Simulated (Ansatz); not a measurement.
All numbers below come from DFT, RPBE, plane waves (420 eV) with PAW, scalar-relativistic in Ansatz. The PAW files were generated under PBE, with cores re-solved for the functional.

An element in the fcc structure gives this curve. The cell is scaled uniformly from the relaxed one, with fractional coordinates and shape fixed. Energies are extrapolated to zero smearing, pressures are those at the given smearing. Magnetic state: spin not included.

| V (Å³/atom) | E − E₀ (meV/atom) | P (GPa) |
| --- | --- | --- |
| 29.491 | 37.9 | 3.62 |
| 30.832 | 14.9 | 2.09 |
| 32.172 | 3.1 | 0.91 |
| 33.513 | 0.0 | 0.00 |
| 34.853 | 3.6 | -0.69 |
| 36.194 | 12.3 | -1.23 |
| 37.534 | 25.0 | -1.64 |

Task: Which element is it?
A. lanthanum
B. indium
C. thallium
D. tin

Result: C. Its fit is V₀ = 33.41 Å³/atom, B₀ = 20 GPa, B₀′ = 5.4.
